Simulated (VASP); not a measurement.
**ZnAu: formation energy of a vacancy on the Au site**

Aim: the formation energy and local structure of a vacancy on the Au site in ZnAu. The start is a cell from a database of measured crystal structures.

Calculated with VASP 6.6.1; SCAN; plane waves and PAW (Au, Zn), in the first sound run; inputs show where later runs differ.

## 1. The host crystal

The structure is cubic, space group Pm-3m (No. 221). Conventional cell: a = 3.147 Å, b = 3.147 Å, c = 3.147 Å, α = 90.00°, β = 90.00°, γ = 90.00°. Au has 8 Zn at 2.73 Å nearest. Nearest to Zn lie 8 Au at 2.73 Å. Farther neighbours are not listed.

Coordinates:

```xyz
2
Lattice="3.1470 0.0000 0.0000 0.0000 3.1470 0.0000 0.0000 0.0000 3.1470" Properties=species:S:1:pos:R:3 pbc="T T T"
Au    0.0000    0.0000    0.0000
Zn    1.5735    1.5735    1.5735
```

## 2. The host at zero pressure

The later steps need the crystal at this functional's own lattice; a raised cutoff keeps the stress reliable while the cell changes.

Input file INCAR:

```
SYSTEM = ZnAu
PREC = Accurate
ENCUT = 360
EDIFF = 1E-06
NELM = 120
ISMEAR = 1
SIGMA = 0.15
LREAL = .FALSE.
ALGO = Normal
METAGGA = SCAN
LASPH = .TRUE.
NBANDS = 17
LORBIT = 11
LWAVE = .FALSE.
LCHARG = .FALSE.
KPAR = 4
IBRION = 2
NSW = 40
ISIF = 3
EDIFFG = -0.02
POTIM = 0.4
```

Input file POSCAR:

```
ZnAu
1.0
    3.1470000000      0.0000000000      0.0000000000
    0.0000000000      3.1470000000      0.0000000000
    0.0000000000      0.0000000000      3.1470000000
Au Zn
1 1
Direct
    0.0000000000      0.0000000000      0.0000000000
    0.5000000000      0.5000000000      0.5000000000
```

Input file KPOINTS:

```
Automatic mesh
0
Gamma
10 10 10
0 0 0
```

The projector-augmented-wave data sets are Au and Zn (PBE family, release 64).

Started as:

```
mpirun -np 4 vasp_std
```

The log of the run:

```text
[banner, memory and clock lines left out]
running    4 mpi-ranks, on    1 nodes
 distrk:  each k-point on    1 cores,    4 groups
 distr:  one band on    1 cores,    1 groups

 POSCAR found type information on POSCAR AuZn
 POSCAR found :  2 types and       2 ions
|                                                                             |
|               ----> ADVICE to this user running VASP <----                  |
|                                                                             |
|     You enforced a specific xc type in the INCAR file but a different       |
|     [... a line on the potential file left out ...]
|     I HOPE YOU KNOW WHAT YOU ARE DOING!                                     |
|                                                                             |

 LDA part: xc-table for (None), standard interpolation
 POSCAR, INCAR and KPOINTS ok, starting setup
 FFT: planning ... GRIDC
 FFT: planning ... GRID_SOFT
 FFT: planning ... GRID
 WAVECAR not read
 entering main loop
       N       E                     dE             d eps       ncg     rms          rms(c)
DAV:   1     0.210294987270E+02    0.21029E+02   -0.97132E+03  1976   0.140E+03
DAV:   2    -0.861964381602E+02   -0.10723E+03   -0.10298E+03  1994   0.273E+02
DAV:   3    -0.898491594106E+02   -0.36527E+01   -0.36359E+01  2070   0.599E+01
DAV:   4    -0.898734835904E+02   -0.24324E-01   -0.24320E-01  2274   0.434E+00
DAV:   5    -0.898736711143E+02   -0.18752E-03   -0.18752E-03  2078   0.384E-01    0.977E+00
DAV:   6    -0.832142796428E+02    0.66594E+01   -0.74991E+00  1971   0.286E+01    0.612E+00
DAV:   7    -0.831832459002E+02    0.31034E-01   -0.32498E-01  1960   0.861E+00    0.352E+00
DAV:   8    -0.832024905714E+02   -0.19245E-01   -0.83859E-02  2021   0.303E+00    0.443E-01
DAV:   9    -0.832005970814E+02    0.18935E-02   -0.86513E-03  2261   0.111E+00    0.169E-01
DAV:  10    -0.832012094204E+02   -0.61234E-03   -0.25495E-03  2010   0.510E-01    0.531E-02
DAV:  11    -0.832013990657E+02   -0.18965E-03   -0.17491E-04  2016   0.126E-01    0.198E-02
DAV:  12    -0.832014099258E+02   -0.10860E-04   -0.25580E-05  2215   0.542E-02    0.368E-03
DAV:  13    -0.832014079119E+02    0.20139E-05   -0.86158E-07  1498   0.136E-02    0.294E-03
DAV:  14    -0.832014019318E+02    0.59801E-05   -0.70801E-07   989   0.105E-02    0.603E-04
DAV:  15    -0.832014028534E+02   -0.92159E-06   -0.83074E-08   993   0.342E-03
   1 F= -.83201403E+02 E0= -.83201188E+02  d E =-.832014E+02
 curvature:   0.00 expect dE= 0.000E+00 dE for cont linesearch  0.000E+00
 trial: gam= 0.00000 g(F)=  0.000E+00 g(S)=  0.308E-01 ort = 0.000E+00 (trialstep = 0.100E+01)
 search vector abs. value=  0.308E-01
 bond charge predicted
       N       E                     dE             d eps       ncg     rms          rms(c)
DAV:   1    -0.837122835648E+02   -0.51088E+00   -0.65573E+00  2029   0.450E+01    0.476E+00
DAV:   2    -0.832417307406E+02    0.47055E+00   -0.12941E+00  2254   0.298E+01    0.150E+00
DAV:   3    -0.832177980974E+02    0.23933E-01   -0.48991E-02  1918   0.242E+00    0.908E-01
DAV:   4    -0.832091544143E+02    0.86437E-02   -0.26181E-03  2697   0.207E+00    0.349E-01
DAV:   5    -0.832081483493E+02    0.10061E-02   -0.17886E-03  2145   0.448E-01    0.442E-02
DAV:   6    -0.832081319682E+02    0.16381E-04   -0.14791E-04  2149   0.135E-01    0.241E-02
DAV:   7    -0.832080955753E+02    0.36393E-04   -0.12211E-05  2215   0.822E-02    0.840E-03
DAV:   8    -0.832080868710E+02    0.87043E-05   -0.48035E-06  2060   0.214E-02    0.212E-03
DAV:   9    -0.832080884120E+02   -0.15410E-05   -0.24913E-07  1005   0.562E-03    0.697E-04
DAV:  10    -0.832080887527E+02   -0.34069E-06   -0.32266E-08   985   0.461E-03
   2 F= -.83208089E+02 E0= -.83207813E+02  d E =-.668590E-02
[...]
3 F= -.83211174E+02 E0= -.83210913E+02  d E =-.977124E-02
 curvature:  -0.33 expect dE=-0.336E-04 dE for cont linesearch -0.336E-04
 ZBRENT: interpolating
 opt :   0.6019  next Energy=   -83.211205 (dE=-0.980E-02)
 bond charge predicted
       N       E                     dE             d eps       ncg     rms          rms(c)
DAV:   1    -0.832117725958E+02   -0.59774E-03   -0.77651E-03  1998   0.162E+00    0.159E-01
DAV:   2    -0.832112136422E+02    0.55895E-03   -0.14199E-03  2298   0.898E-01    0.555E-02
DAV:   3    -0.832111948782E+02    0.18764E-04   -0.50219E-05  1972   0.662E-02    0.337E-02
DAV:   4    -0.832111787810E+02    0.16097E-04   -0.38798E-06  2299   0.527E-02    0.751E-03
DAV:   5    -0.832111799643E+02   -0.11833E-05   -0.23749E-06  1387   0.154E-02    0.153E-03
DAV:   6    -0.832111821193E+02   -0.21550E-05   -0.68785E-08   966   0.348E-03    0.390E-04
DAV:   7    -0.832111830753E+02   -0.95602E-06   -0.29869E-08   964   0.215E-03
   4 F= -.83211183E+02 E0= -.83210924E+02  d E =-.978022E-02
 curvature:  -0.30 expect dE=-0.580E-07 dE for cont linesearch -0.580E-07
 trial: gam= 0.00000 g(F)=  0.409E-64 g(S)=  0.193E-06 ort =-0.770E-04 (trialstep = 0.920E+00)
 search vector abs. value=  0.193E-06
 reached required accuracy - stopping structural energy minimisation
```

Wall time 33 s (4 MPI ranks of AMD EPYC 9R45, shared host); peak memory 0.51 GiB; 1.9 min of CPU time.

The logs omit lines about the potential files and the build; timing stands in the text.

Parts of OUTCAR (step 2):

```text
ion  position               nearest neighbor table
   1  0.000  0.000  0.000-   2 2.73   2 2.73   2 2.73   2 2.73   2 2.73   2 2.73   2 2.73   2 2.73

  LATTYP: Found a simple cubic cell.
 ALAT       =     3.1470000000

 Subroutine GETGRP returns: Found 48 space group operations
 (whereof 48 operations were pure point group operations)

The static configuration has the point symmetry O_h .

 Found     56 irreducible k-points:

   k-points           NKPTS =     56   k-points in BZ     NKDIM =     56   number of bands    NBANDS=     17

   dimension x,y,z NGX =    20 NGY =   20 NGZ =   20
   dimension x,y,z NGXF=    40 NGYF=   40 NGZF=   40

   ENCUT  =  360.0 eV  26.46 Ry    5.14 a.u.   4.87  4.87  4.87*2*pi/ulx,y,z

   NELECT =      23.0000    total number of electrons

 k-points in reciprocal lattice and weights: Automatic mesh
   0.00000000  0.00000000  0.00000000       0.001
   0.10000000  0.00000000  0.00000000       0.006
   0.20000000  0.00000000  0.00000000       0.006
   0.30000000  0.00000000  0.00000000       0.006
   0.40000000  0.00000000  0.00000000       0.006
   0.50000000  0.00000000  0.00000000       0.003
   0.10000000  0.10000000  0.00000000       0.012
   0.20000000  0.10000000  0.00000000       0.024
   0.30000000  0.10000000  0.00000000       0.024
[...]
0.50000000  0.50000000  0.40000000       0.006
   0.50000000  0.50000000  0.50000000       0.001

 average (electrostatic) potential at core
       1 -71.8327       2 -38.2152

 E-fermi :   7.1888

 k-point     1 :       0.0000    0.0000    0.0000
  band No.  band energies     occupation
    ...
      7       1.3627      2.00000
      8       1.3627      2.00000
      9       3.2347      2.00000
     10       3.2347      2.00000
     11       3.2347      2.00000
     12      12.3450      0.00000
     13      12.3450      0.00000
     14      12.3450      0.00000
     15      16.8270      0.00000
     16      20.1072      0.00000
    ...

 k-point     2 :       0.1000    0.0000    0.0000
  band No.  band energies     occupation
    ...
      7       1.3296      2.00000
      8       1.4117      2.00000
      9       3.0859      2.00000
     10       3.0859      2.00000
     11       3.2184      2.00000
     12      11.0382      0.00000
     13      12.7054      0.00000
     14      12.7054      0.00000
     15      17.5624      0.00000
     16      19.8876      0.00000
    ...

 k-point     3 :       0.2000    0.0000    0.0000
  band No.  band energies     occupation
    ...
      7       1.2365      2.00000
      8       1.5404      2.00000
      9       2.7258      2.00000
     10       2.7258      2.00000
     11       3.1752      2.00000
     12       8.7823     -0.00000
     13      13.7001      0.00000
     14      13.7001      0.00000
     15      18.1564      0.00000
     16      19.3495      0.00000
    ...

  Total        0.0018242      0.0018242      0.0018242     -0.0000000     -0.0000000      0.0000000
  in kB        0.0961968      0.0961968      0.0961968     -0.0000000     -0.0000000      0.0000000
  external PRESSURE =       0.0961968 kB  Pullay stress =       0.0000000 kB

  energy-cutoff  :      360.00
  volume of cell :       30.38
      direct lattice vectors                 reciprocal lattice vectors
     3.120359570 -0.000000000  0.000000000     0.320475887  0.000000000  0.000000000
    -0.000000000  3.120359570  0.000000000     0.000000000  0.320475887  0.000000000
    -0.000000000 -0.000000000  3.120359570    -0.000000000 -0.000000000  0.320475887

 POSITION                                       TOTAL-FORCE (eV/Angst)
 -----------------------------------------------------------------------------------
      0.00000      0.00000      0.00000         0.000000     -0.000000      0.000000
      1.56018      1.56018      1.56018        -0.000000      0.000000      0.000000
 -----------------------------------------------------------------------------------
    total drift:                               -0.000000      0.000000      0.000000

  FREE ENERGIE OF THE ION-ELECTRON SYSTEM (eV)
  ---------------------------------------------------
  free  energy   TOTEN  =       -83.2111830753 eV

  energy  without entropy=      -83.2104065569  energy(sigma->0) =      -83.21092424

 reached required accuracy - stopping structural energy minimisation

 total charge
# of ion       s       p       d       tot
------------------------------------------
    1        0.661   0.393   8.688   9.742
    2        0.508   0.465   9.788  10.761
--------------------------------------------------
tot          1.169   0.858  18.476  20.503

[... 3 further parts left out ...]
```

CONTCAR:

```
ZnAu
   1.00000000000000
     3.1203595704028539   -0.0000000000000000    0.0000000000000000
    -0.0000000000000000    3.1203595704028539    0.0000000000000000
    -0.0000000000000000   -0.0000000000000000    3.1203595704028539
  Au              Zn
     1     1
Direct
     0.0000000000000000    0.0000000000000000    0.0000000000000000
     0.5000000000000000    0.5000000000000000    0.5000000000000000
```

This run has no spin polarisation. Its electron count is odd, so without a moment it is a metal by construction. The PAW data sets were made with PBE, which is usual practice but a small mismatch for other functionals. The run keeps the 48 symmetry operations of its start, so it cannot find a distortion of lower symmetry.

Relaxation path:

| step | energy less that of the first step (eV) | largest force (eV/Å) | pressure (GPa) | volume (Å³) |
| --- | --- | --- | --- | --- |
| 1 | 0.0000 | 0.0000 | -3.75 | 31.17 |
| 2 | -0.0067 | 0.0000 | 1.95 | 29.87 |
| 3 | -0.0098 | 0.0000 | 0.22 | 30.34 |
| 4 | -0.0098 | 0.0000 | 0.01 | 30.38 |

| conventional cell, symmetrised | before | after | change |
| --- | --- | --- | --- |
| a (Å) | 3.147 | 3.120 | -0.8 % |
| b (Å) | 3.147 | 3.120 | -0.8 % |
| c (Å) | 3.147 | 3.120 | -0.8 % |
| volume (Å³/atom) | 15.58 | 15.19 | -2.5 % |

Final coordinates:

```xyz
2
Lattice="3.1204 0.0000 0.0000 0.0000 3.1204 0.0000 0.0000 0.0000 3.1204" Properties=species:S:1:pos:R:3 pbc="T T T"
Au    0.0000    0.0000    0.0000
Zn    1.5602    1.5602    1.5602
```

Numbers from this step:

```
electronic cycles                               : 40
electrons                                       : 23
free energy (TOTEN)                             : -83.2112 eV
energy at zero smearing                         : -83.2109 eV
Fermi energy                                    : 7.189 eV
labelled metallic, from the levels on this mesh : yes
```

The run ended after 4 ionic steps, 0.010 eV below its first step, once forces and stress met EDIFFG = -0.02.

[end of part 1 of 4]

[Lines on the potential files, build, host, timing and source positions are cut from VASP's logs without a mark.]

[Logs are printed without paths, hosts, clocks, repeated set-up lines and the standing remarks that a program may print on its own settings, such as how far it seeks lower states.]

[Hosts, paths, dates, database ids (printed as entryN), source tags and the programs' standing remarks are cut or masked in the printed files.]

[In band tables of VASP the shares of atoms and orbitals are scaled to a sum of 1 inside the atoms' spheres.]

[Runs that stopped without an error message from VASP are left out.]
